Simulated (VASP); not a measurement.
TePt:

```xyz
2
Lattice="0.0000 3.2450 3.2450 3.2450 0.0000 3.2450 3.2450 3.2450 0.0000" Properties=species:S:1:pos:R:3 pbc="T T T"
Pt    0.0000    0.0000    0.0000
Te    1.6225    1.6225    1.6225
```

Measurements of this composition are mostly on another form, of space group No. 166.

Base run:

| Property | Result |
| --- | --- |
| Program | VASP 6.6.1 |
| Functional | r2SCAN |
| Potentials or basis | VASP PAW PBE potentials, release 64 (Pt, Te) |
| Cutoff | 520 eV |
| k mesh | 5 × 5 × 5 |
| Occupations | gaussian, width 0.05 eV |
| Spin | collinear spin, ferromagnetic start |
| Starting moments | [0.5, 0.0] μB |
| Fixed moment | 2 μB |
| Hubbard terms | Pt d U = 5 eV |

Its results: pressure -8.7 GPa; net moment 2.00 μB per cell; site moments Pt +1.03; Te +0.56 μB.

Task: The run is repeated on the same cell with these changes: fixed moment from 2 μB to none. What comes out?

Result: Pressure -13.1 GPa; net moment 0.20 μB per cell; site moments Pt +0.13; Te +0.04 μB.

Caveats: the PAW data sets were made with another functional, which shifts forces and pressure a little; the U is typed as a test and isn't derived for this compound; the moment is held away from its start (some runs); the total moment is fixed, so each spin has its own Fermi level (some runs).
